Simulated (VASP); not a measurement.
Method: PBEsol GGA, VASP's PBE PAW potentials (set 64) (plane waves; VASP 6.6.1).

Input for VASP

INCAR:
```
ALGO = Normal
EDIFF = 1E-6
EDIFFG = -0.02
ENCUT = 620
GGA = PS
IBRION = 2
ISIF = 3
ISMEAR = 0
LASPH = .TRUE.
LCHARG = .FALSE.
LMAXMIX = 4
LREAL = .FALSE.
LWAVE = .FALSE.
NELM = 100
NSW = 40
PREC = Accurate
PSTRESS = 300
SIGMA = 0.05
SYSTEM = InN
```

POSCAR:
```
InN
1.0
  3.4078883547   0.0000000000   0.0000000000
 -1.7039441773   2.9513185136   0.0000000000
  0.0000000000   0.0000000000   5.4951206209
In N
2 2
Cartesian
 -0.0000017039   1.9675466595   5.4834765109
  1.7039458813   0.9837718541   2.7359162004
 -0.0000017039   1.9675466595   2.0723143429
  1.7039458813   0.9837718541   4.8198746533
```

### KPOINTS
```
Automatic mesh
0
Gamma
8 8 4
0 0 0
```

POTCAR, in this order: In_d N (PBE.64 set). Program: vasp_std.

The run wrote:

File OSZICAR:
```
       N       E                     dE             d eps       ncg     rms          rms(c)
DAV:   1     0.371554567748E+03    0.37155E+03   -0.20496E+04  1336   0.268E+03
DAV:   2     0.205996175113E+02   -0.35095E+03   -0.34158E+03  1380   0.531E+02
DAV:   3    -0.255172603480E+02   -0.46117E+02   -0.45242E+02  1710   0.198E+02
DAV:   4    -0.272508887015E+02   -0.17336E+01   -0.17297E+01  1612   0.405E+01
DAV:   5    -0.273111719665E+02   -0.60283E-01   -0.60263E-01  1754   0.690E+00    0.160E+01
DAV:   6    -0.226704209665E+02    0.46408E+01   -0.17550E+01  2326   0.663E+01    0.114E+01
DAV:   7    -0.228384197659E+02   -0.16800E+00   -0.25403E+00  1356   0.126E+01    0.353E+00
DAV:   8    -0.227919235096E+02    0.46496E-01   -0.18395E-01  2144   0.611E+00    0.180E+00
DAV:   9    -0.227765924487E+02    0.15331E-01   -0.41248E-02  2120   0.335E+00    0.387E-01
DAV:  10    -0.227759642298E+02    0.62822E-03   -0.35442E-03  2118   0.901E-01    0.252E-01
DAV:  11    -0.227761740422E+02   -0.20981E-03   -0.35386E-03  2210   0.670E-01    0.113E-01
DAV:  12    -0.227760087874E+02    0.16525E-03   -0.83469E-04  2072   0.391E-01    0.444E-02
DAV:  13    -0.227760153841E+02   -0.65967E-05   -0.62986E-05  1520   0.631E-02    0.223E-02
DAV:  14    -0.227760162474E+02   -0.86339E-06   -0.17099E-06  1130   0.189E-02
   1 F= -.12427232E+02 E0= -.12427139E+02  d E =-.124272E+02
       N       E                     dE             d eps       ncg     rms          rms(c)
DAV:   1    -0.265986236385E+02   -0.38226E+01   -0.12147E+02  1596   0.232E+02    0.205E+01
DAV:   2    -0.219277496944E+02    0.46709E+01   -0.11763E+01  1610   0.974E+01    0.530E+00
DAV:   3    -0.213073987787E+02    0.62035E+00   -0.18224E+00  1840   0.347E+01    0.364E+00
DAV:   4    -0.212798023708E+02    0.27596E-01   -0.27782E-01  2058   0.718E+00    0.105E+00
DAV:   5    -0.212758635878E+02    0.39388E-02   -0.38497E-02  2072   0.214E+00    0.607E-01
DAV:   6    -0.212757864522E+02    0.77136E-04   -0.72966E-03  1992   0.662E-01    0.245E-01
DAV:   7    -0.212757593822E+02    0.27070E-04   -0.54195E-04  1594   0.222E-01    0.198E-01
DAV:   8    -0.212756740183E+02    0.85364E-04   -0.43869E-04  2186   0.419E-01    0.509E-02
DAV:   9    -0.212756816526E+02   -0.76343E-05   -0.76337E-05  1572   0.796E-02    0.387E-02
DAV:  10    -0.212756810155E+02    0.63719E-06   -0.22912E-06  1154   0.226E-02
   2 F= -.12162099E+02 E0= -.12162099E+02  d E =0.265133E+00
       N       E                     dE             d eps       ncg     rms          rms(c)
DAV:   1    -0.246337371323E+02   -0.33581E+01   -0.65896E+01  1614   0.202E+02    0.105E+01
DAV:   2    -0.228201409960E+02    0.18136E+01   -0.45387E+00  1818   0.521E+01    0.391E+00
DAV:   3    -0.224443504769E+02    0.37579E+00   -0.12203E+00  1716   0.311E+01    0.120E+00
DAV:   4    -0.224455531513E+02   -0.12027E-02   -0.18812E-01  1730   0.399E+00    0.710E-01
DAV:   5    -0.224431727553E+02    0.23804E-02   -0.10366E-02  2242   0.144E+00    0.913E-01
DAV:   6    -0.224426124464E+02    0.56031E-03   -0.19169E-03  1870   0.338E-01    0.384E-01
DAV:   7    -0.224414273796E+02    0.11851E-02   -0.29116E-03  2290   0.730E-01    0.158E-01
DAV:   8    -0.224414823369E+02   -0.54957E-04   -0.52456E-04  1518   0.178E-01    0.110E-01
DAV:   9    -0.224414977940E+02   -0.15457E-04   -0.31694E-05  2130   0.687E-02    0.643E-02
DAV:  10    -0.224414743965E+02    0.23398E-04   -0.83022E-05  1802   0.708E-02    0.874E-03
DAV:  11    -0.224414752274E+02   -0.83089E-06   -0.66731E-06  1404   0.200E-02
   3 F= -.12498592E+02 E0= -.12498581E+02  d E =-.713605E-01
       N       E                     dE             d eps       ncg     rms          rms(c)
DAV:   1    -0.224308694667E+02    0.10605E-01   -0.10164E-02  1602   0.232E+00    0.147E-01
DAV:   2    -0.224305459249E+02    0.32354E-03   -0.77717E-04  1782   0.714E-01    0.478E-02
DAV:   3    -0.224304906331E+02    0.55292E-04   -0.17054E-04  1746   0.364E-01    0.201E-02
DAV:   4    -0.224304923235E+02   -0.16904E-05   -0.25078E-05  2016   0.585E-02    0.982E-03
DAV:   5    -0.224304918913E+02    0.43221E-06   -0.29937E-06  1204   0.168E-02
   4 F= -.12498654E+02 E0= -.12498644E+02  d E =-.714224E-01
       N       E                     dE             d eps       ncg     rms          rms(c)
DAV:   1    -0.224224535765E+02    0.80387E-02   -0.56181E-03  1608   0.172E+00    0.111E-01
DAV:   2    -0.224222752297E+02    0.17835E-03   -0.42647E-04  1748   0.537E-01    0.366E-02
DAV:   3    -0.224222450393E+02    0.30190E-04   -0.96205E-05  1752   0.274E-01    0.144E-02
DAV:   4    -0.224222465011E+02   -0.14618E-05   -0.13562E-05  2010   0.395E-02    0.746E-03
DAV:   5    -0.224222462849E+02    0.21623E-06   -0.12836E-06   756   0.115E-02
   5 F= -.12498631E+02 E0= -.12498622E+02  d E =-.713994E-01
       N       E                     dE             d eps       ncg     rms          rms(c)
DAV:   1    -0.224430039167E+02   -0.20757E-01   -0.49214E-02  1576   0.423E+00    0.316E-01
DAV:   2    -0.224419408054E+02    0.10631E-02   -0.44354E-03  1904   0.131E+00    0.958E-02
DAV:   3    -0.224416971375E+02    0.24367E-03   -0.57085E-04  1888   0.600E-01    0.512E-02
DAV:   4    -0.224416716502E+02    0.25487E-04   -0.13648E-04  2064   0.157E-01    0.248E-02
DAV:   5    -0.224416707416E+02    0.90862E-06   -0.11611E-05  1538   0.370E-02    0.154E-02
DAV:   6    -0.224416700835E+02    0.65808E-06   -0.20061E-06  1146   0.156E-02
   6 F= -.12498725E+02 E0= -.12498715E+02  d E =-.933810E-04
       N       E                     dE             d eps       ncg     rms          rms(c)
DAV:   1    -0.224371318816E+02    0.45389E-02   -0.28094E-03  1564   0.101E+00    0.755E-02
DAV:   2    -0.224370707481E+02    0.61133E-04   -0.25554E-04  1918   0.314E-01    0.231E-02
DAV:   3    -0.224370574264E+02    0.13322E-04   -0.31966E-05  1864   0.142E-01    0.123E-02
DAV:   4    -0.224370572999E+02    0.12647E-06   -0.77221E-06  1914   0.377E-02
   7 F= -.12498737E+02 E0= -.12498727E+02  d E =-.105463E-03
       N       E                     dE             d eps       ncg     rms          rms(c)
DAV:   1    -0.224358642545E+02    0.11932E-02   -0.21829E-02  1350   0.117E+00    0.870E-02
DAV:   2    -0.224358140896E+02    0.50165E-04   -0.96470E-04  2072   0.439E-01    0.467E-02
DAV:   3    -0.224357668997E+02    0.47190E-04   -0.61639E-05  2034   0.115E-01    0.190E-02
DAV:   4    -0.224357592764E+02    0.76234E-05   -0.16416E-05  2086   0.597E-02    0.845E-03
DAV:   5    -0.224357594560E+02   -0.17965E-06   -0.18076E-06   874   0.175E-02
   8 F= -.12498866E+02 E0= -.12498858E+02  d E =-.129626E-03
       N       E                     dE             d eps       ncg     rms          rms(c)
DAV:   1    -0.224326279460E+02    0.31313E-02   -0.19591E-01  1334   0.349E+00    0.264E-01
DAV:   2    -0.224321862653E+02    0.44168E-03   -0.88953E-03  2080   0.133E+00    0.140E-01
DAV:   3    -0.224317560647E+02    0.43020E-03   -0.55357E-04  2034   0.341E-01    0.584E-02
DAV:   4    -0.224316812197E+02    0.74845E-04   -0.14735E-04  2118   0.183E-01    0.261E-02
DAV:   5    -0.224316825071E+02   -0.12874E-05   -0.21910E-05  1790   0.538E-02    0.589E-03
DAV:   6    -0.224316823528E+02    0.15439E-06   -0.84674E-07   750   0.131E-02
   9 F= -.12499113E+02 E0= -.12499107E+02  d E =-.376110E-03
```

**OUTCAR**
```
------------------------ aborting loop because EDIFF is reached ----------------------------------------
  FORCE on cell =-STRESS in cart. coord.  units (eV):
  Direction    XX          YY          ZZ          XY          YZ          ZX
  --------------------------------------------------------------------------------------
  Total        9.9161628      9.9161724      9.9016042      0.0000000     -0.0000000     -0.0000000
  in kB      299.5044546    299.5047444    299.0647300      0.0000000     -0.0000000     -0.0000000
  external PRESSURE =      -0.6420237 kB  Pullay stress =     300.0000000 kB
  volume of cell :       53.05
      direct lattice vectors                 reciprocal lattice vectors
     3.367596059  0.000000000  0.000000000     0.296947728  0.171442768 -0.000000000
    -1.683798029  2.916425148  0.000000000    -0.000000000  0.342885536 -0.000000000
     0.000000000  0.000000000  5.401073897     0.000000000  0.000000000  0.185148365
 POSITION                                       TOTAL-FORCE (eV/Angst)
 -----------------------------------------------------------------------------------
     -0.00000      1.94428      5.38508         0.000000     -0.000000     -0.009046
      1.68380      0.97214      2.68454        -0.000000      0.000000     -0.009046
     -0.00000      1.94428      2.04140         0.000000     -0.000000      0.009046
      1.68380      0.97214      4.74194         0.000000      0.000000      0.009046
 -----------------------------------------------------------------------------------
    total drift:                               -0.001195      0.000691     -0.001911
  FREE ENERGIE OF THE ION-ELECTRON SYSTEM (eV)
  ---------------------------------------------------
  free  energy   TOTEN  =       -22.4316823528 eV

  energy  without entropy=      -22.4316712892  energy(sigma->0) =      -22.43167682
  enthalpy is  TOTEN    =       -12.4991127126 eV   P V=        9.9325696402

 reached required accuracy - stopping structural energy minimisation
```
(Selected blocks of OUTCAR.)

**CONTCAR**
```
InN
   1.00000000000000
     3.3675960591195704    0.0000000000366358    0.0000000000000000
    -1.6837980294786488    2.9164251480403642    0.0000000000000000
     0.0000000000000000    0.0000000000000000    5.4010738970205976
  In              N
     2     2
Direct
     0.3333330000000032    0.6666669999999968    0.9970383372011771
     0.6666669999999968    0.3333330000000032    0.4970383372011772
     0.3333330000000032    0.6666669999999968    0.3779616627988228
     0.6666669999999968    0.3333330000000032    0.8779616627988229
```

Energy and stress use the plane-wave basis of the starting cell.

The structure was generated: InN was put into the wurtzite type (P6_3mc), which need not be its known phase. This run relaxes it under an external pressure of 30 GPa. Symmetry was kept, so distortions that lower it aren't found.
